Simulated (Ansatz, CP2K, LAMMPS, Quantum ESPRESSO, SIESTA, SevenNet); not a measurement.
# Amorphous SiO2 (96 atoms): one relaxed cell, several methods

Aim: relax amorphous SiO2 (96 atoms), then compare forces, pressure and levels from several programs at that geometry.

These are calculated values.

## (1) The cell

The cell holds 96 atoms (32 Si and 64 O), with edges of 11.69, 11.69 and 11.69 Å. Recipe: 96 atoms (32 Si, 64 O) placed at random at 2 g/cm³, melted at 5000 K for 10 ps at fixed volume with the Vashishta potential (Vashishta, Kalia, Rino and Ebbsjo, Phys. Rev. B 41, 12197 (1990)). Quenched from 5000 K to 300 K at 50 K/ps and fixed volume, held 5 ps, then minimised at fixed cell. Then the atoms were relaxed with SevenNet 0 in the fixed cell. Then the atoms were relaxed with CP2K double zeta, PBE.

**What experiment says.** A silica glass plate was measured by high-energy x-ray diffraction at 20 K and the Si-O distance was taken from the first PDF peak (“Polyhedral units and network connectivity in calcium aluminosilicate glasses from high-energy x-ray diffraction”, 2000, arxiv:cond-mat/0007490): nearest Si–O distance 1.61 Å; number of O about Si 4. The nearest silicon-silicon distance in amorphous silica was obtained by fitting a symmetric peak to the measured radial distribution (as quoted in “New insights into the origin of the first sharp diffraction peak in amorphous silica from an analysis of chemical and radial ordering”, 2024, arxiv:2403.10632): nearest Si–Si distance 3.08 Å; nearest O–O distance 2.63 Å. The mean Si-O-Si angle was obtained by reanalysing earlier high-energy photon diffraction data in combination with published neutron diffraction data on silica glass (“Bond angle distribution in amorphous germania and silica”, 1996, arxiv:chem-ph/9603004): Si–O–Si angle 148.3 °.

## (2) The relaxation

CP2K double zeta (DZVP-MOLOPT-SR, GTH-PBE potentials, 480 Ry; k-points Γ) took 24 geometry steps and reached its thresholds. It started from the geometry that SevenNet 0 had relaxed.

Elapsed: 9.4 min, on 4 MPI ranks of Arm Neoverse V2, shared host; peak memory 2.7 GiB.

```
                                 before           after
      energy (meV/atom)               0            -2.9
Si-O bonds under 2.16 Å  128 at 1.643 Å  128 at 1.647 Å
```

Atoms moved by 0.03 Å r.m.s. and 0.11 Å at most, with the common shift taken off.

## (3) Local order after relaxation

Density 2 g/cm³, 16.63 Å³ an atom.

Pair distribution functions g(r), in bins of 0.2 Å:

```
r (Å)  total   O-O   O-Si  Si-Si
 1.50   0.12  0.00   0.26   0.00
 1.70   6.29  0.00  14.21   0.00
 1.90   0.08  0.00   0.19   0.00
 2.10   0.00  0.00   0.00   0.00
 2.30   0.00  0.00   0.00   0.00
 2.50   0.67  1.51   0.00   0.00
 2.70   2.79  6.28   0.00   0.00
 2.90   0.32  0.53   0.04   0.56
 3.10   0.64  0.22   0.13   4.31
 3.30   0.52  0.14   0.22   3.19
 3.50   0.46  0.35   0.69   0.00
 3.70   0.79  0.45   1.33   0.00
 3.90   1.07  0.71   1.68   0.17
 4.10   1.27  0.68   2.10   0.29
 4.30   1.27  0.80   1.94   0.46
 4.50   0.71  0.78   0.64   0.68
 4.70   0.84  1.27   0.42   0.84
 4.90   1.08  1.52   0.64   1.02
 5.10   1.25  1.83   0.61   1.52
 5.30   1.23  1.37   0.93   1.86
 5.50   0.88  0.83   0.84   1.23
 5.70   1.02  0.76   1.10   1.77
```

Bonds by pair of elements; cutoffs follow the first minimum of g(r), held within bounds set by covalent radii, and pairs that aren't listed don't count as bonded:

```
pair A-B  cutoff (Å)  bonds  mean length (Å)  spread (Å)  shortest (Å)  B about A  A about B
    O-Si        2.16    128             1.65       0.035          1.54          2          4
```

How many atoms have how many bonded neighbours:

```
element  mean  1   2  3   4
      O     2  1  62  1   0
     Si     4  0   0  0  32
```

Bond angles, per cent of each kind in bins of 5°:

```
angle (°)  O-Si-O  Si-O-Si
   95–100     1.6      0.0
  100–105    19.3      0.0
  105–110    33.3      0.0
  110–115    32.3      1.5
  115–120    10.9      1.5
  120–125     2.6      0.0
  125–130     0.0      6.2
  130–135     0.0      7.7
  135–140     0.0      3.1
  140–145     0.0     13.8
  145–150     0.0     12.3
  150–155     0.0     20.0
  155–160     0.0     10.8
  160–165     0.0      7.7
  165–170     0.0      9.2
  170–175     0.0      6.2
```

Bond angles (no mean is given where the spread exceeds 20°):

```
  angle  count  mean (°)  spread (°)
 O-Si-O    192       109         5.1
Si-O-Si     65       150        13.3
```

Oxygen atoms by the number of network formers (Si, P, Ge, B, Al, As, Ga) bound to them:

```
network formers bound to O  O atoms  per cent
                         0        0         0
                         1        1       1.6
                         2       62      96.9
                         3        1       1.6
```

Network units: each former by its oxygen neighbours and how many of them bridge to another former:

```
former  O neighbours  bridging O  atoms
    Si             4           3      1
    Si             4           4     31
```

Bond length by coordination (bonds to H left out):

```
element  coordination  atoms  mean bond length (Å)
      O             1      1                  1.54
      O             2     62                  1.64
      O             3      1                  1.81
```

Rings of the network by King's shortest-path rule, up to 12 atoms, one path for each pair of neighbours; H, halogens, alkali and alkaline-earth atoms are left out, and the last column divides by all other atoms, bonded or not:

```
ring size (atoms)  rings  per network atom
                6      1              0.01
                8      7             0.073
               10      9             0.094
               12     20             0.208
```

For some of the pairs, g(r) has its first main peak near 2.7 Å (O-O), 1.6 Å (O-Si) and 3.2 Å (Si-Si). Counting bonds as in the table, 97 % of O atoms have 2 and all Si atoms have 4 bonded neighbours. The O-Si-O angle averages 109° with a spread of 5°. 97 % of the oxygens bridge two formers (Si) and 2 % are non-bridging; 2 % join three. The commonest Si unit has 4 oxygens, 4 of them shared with other formers (31 of 32 atoms). Rings of 12 atoms are the most common (54 % of those counted); sizes run from 6 to 12, where the search stops.

Against the measurements quoted at the start:

```
              quantity  measured  this cell  difference                 method of the measurement
 nearest Si–O distance    1.61 Å     1.65 Å      +2.3 %         high-energy XRD, PDF Gaussian fit
nearest Si–Si distance    3.08 Å     3.17 Å      +2.9 %     diffraction, Gaussian radial peak fit
  nearest O–O distance    2.63 Å     2.67 Å      +1.5 %     diffraction, Gaussian radial peak fit
  number of O about Si         4          4      +0.0 %         high-energy XRD, PDF Gaussian fit
         Si–O–Si angle   148.3 °      150 °      +1.1 %  x-ray and neutron diffraction, model fit
```

The cell differs from the measured distances by up to 2.9 %, neighbour counts by up to 0.0 % and angles by up to 1.1 %. Distances of this cell are positions of the first main peak of g(r), or bond means where the peak is narrow; means over all bonds within a cutoff lie farther out for broad shells. The network descends from the steps of the recipe above, so the comparison tests them together. Our coordination numbers hang on a cutoff, and experiments count neighbours in their own ways.

## (4) The plane-wave reference

Quantum ESPRESSO 7.5: Kohn-Sham DFT, PBE, SSSP efficiency 1.3.0 pseudopotentials, plane waves. Its input for the relaxed cell:

```
&control
  calculation = 'scf'
  pseudo_dir = './pseudo'
  outdir = './tmp'
  disk_io = 'none'
  tprnfor = .true.
  tstress = .true.
/
&system
  ibrav = 0
  nat = 96
  ntyp = 2
  ecutwfc = 60
  ecutrho = 480
  nosym = .true.
  occupations = 'smearing'
  smearing = 'fd'
  degauss = 0.003675
/
&electrons
  conv_thr = 4.8e-07
  electron_maxstep = 100
  mixing_beta = 0.4
  mixing_mode = 'plain'
  diagonalization = 'david'
/
ATOMIC_SPECIES
Si 28.085 Si.upf
O 15.999 O.upf
CELL_PARAMETERS angstrom
11.68710 0.00000 0.00000
0.00000 11.68710 0.00000
0.00000 0.00000 11.68710
ATOMIC_POSITIONS crystal
Si 0.25982 0.51115 0.44953
Si 0.89796 0.37214 0.21886
Si 0.27995 0.25415 0.45163
[... 91 atom lines left out ...]
O 0.11332 0.09396 0.12452
O 0.26186 0.49642 0.89436
K_POINTS gamma
```

Elapsed: 3.4 min, on 4 MPI ranks of Arm Neoverse V2, shared host; peak memory 5.5 GiB; 13 min of CPU time.

## (5) All levels at this geometry

CPU times are from a shared host and are rough.

```
                level                    basis or training data  k-points  own r.m.s. force (meV/Å)  difference from the reference (meV/Å)  pressure (GPa)  Kohn-Sham gap (eV)  CPU time  memory (GiB)
              QE, PBE   plane waves, SSSP efficiency, 60/480 Ry         Γ                       109                                      -           -4.31                2.56    13 min           5.5
CP2K triple zeta, PBE     TZV2P-UZH, GTH-PBE potentials, 600 Ry         Γ                       139                                     75           -5.49                2.52    13 min           6.8
      SIESTA DZP, PBE  DZP orbitals, shift 0.01 Ry, mesh 400 Ry         Γ                       127                                    142           -1.86                2.84   3.8 min             2
           SevenNet 0        trained on PBE(+U) plane-wave data         -                       146                                     59           -4.49                   -     6.8 s          0.88
```

The gap is the spacing of the highest filled and lowest empty Kohn-Sham level on the mesh; a dash marks partly filled levels, a spacing under 0.15 eV or a method without such levels.

## (6) Outcome

Relaxation in the fixed cell lowers the energy by 3 meV/atom at its own level and moves atoms by up to 0.11 Å. The reference finds an r.m.s. force of 109 meV/Å there and a pressure of -4.31 GPa, at a geometry that CP2K double zeta made. Forces differ from the reference's by 59 meV/Å (SevenNet 0), 75 meV/Å (CP2K triple zeta, PBE) and 142 meV/Å (SIESTA DZP, PBE).

CP2K double zeta is at its own minimum here, so the reference's force is itself a measure of how the two differ. Pressures lie -0.2 GPa (SevenNet 0), -1.2 GPa (CP2K triple zeta, PBE) and +2.4 GPa (SIESTA DZP, PBE) from the reference's. The highest filled and lowest empty levels lie 2.56 eV apart in the reference, against 2.52 eV in CP2K triple zeta, PBE and 2.84 eV in SIESTA DZP, PBE. Counting bonds as in the table, 97 % of O atoms have 2 and all Si atoms have 4 bonded neighbours. 97 % of the oxygens bridge two formers (Si) and 2 % are non-bridging; 2 % join three.

**Limits.** The density was set by the recipe and held. One sample of a disordered cell; defect or tail levels can set the gap. Gaps are read on the mesh, which holds the band edges only if they fold onto it, and semilocal functionals tend to put them under measured ones. The quench rate of 50 K/ps is many orders above laboratory rates, so the cell is likely richer in defects and strain than a real sample. The reference samples only Γ, in a cell whose shortest periodic width is 12 Å. The plane-wave runs aren't exact: their cutoffs and mesh weren't converged further here. SIESTA's automatically made basis is far from complete, and its potentials were converted by us (checked for H, C, O, Si, Ge and Ca alone). Where levels are smeared, the DFT runs use Fermi–Dirac occupations at 580 K (0.05 eV), and energies are free energies.

[Logs are printed without paths, hosts, clocks, repeated set-up lines and the standing remarks that a program may print on its own settings, such as how far it seeks lower states.]

[Hosts, paths, dates, database ids (printed as entryN), source tags and the programs' standing remarks are cut or masked in the printed files.]
